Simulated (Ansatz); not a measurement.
# Al$_{3}$Ni$_{2}$ (P-3m1)

Method: DFT r2SCAN, scalar-relativistic, plane waves, PAW (Ansatz).

Plane waves to 500 eV, a k mesh through Γ of 12×12×8 on the computed 5-atom cell and Gaussian smearing (0.10 eV); no spin polarisation.

The structure is relaxed at this level of theory with its symmetry kept.

```yaml
crystal:
  lattice:
    - [4.00672, 0.00000, 0.00000]
    - [-2.00336, 3.46992, 0.00000]
    - [0.00000, 0.00000, 4.86153]
  atoms:
    - { symbol: Al, position: [0.00000, 0.00000, 0.00000] }
    - { symbol: Al, position: [0.33333, 0.66667, 0.64844] }
    - { symbol: Al, position: [0.66667, 0.33333, 0.35156] }
    - { symbol: Ni, position: [0.33333, 0.66667, 0.14621] }
    - { symbol: Ni, position: [0.66667, 0.33333, 0.85379] }
```

| Quantity | Value |
| --- | --- |
| Space group | P-3m1 (No. 164) |
| Volume per atom | 13.52 Å³ |
| Formation energy from the elements' standard states (uncorrected) | -0.641 eV/atom |
| Generalised Kohn–Sham band gap | none (metal) |
| Density of states at the Fermi level | 1.15 states/eV per cell |
| Löwdin character within 0.5 eV of the Fermi level | Al 3p 45 %, Ni 3d 39 %, unprojected 7 % |
| Bulk modulus | 145 GPa |
| Its pressure derivative | 4.3 |
| Bader charges (e) | Al (1 in the cell) 1.84, Al (2 in the cell) 1.75, Ni (2 in the cell) -2.67 |

A ferromagnetic start lost its moments in a first run, so spin was left out; other magnetic orders weren't tried.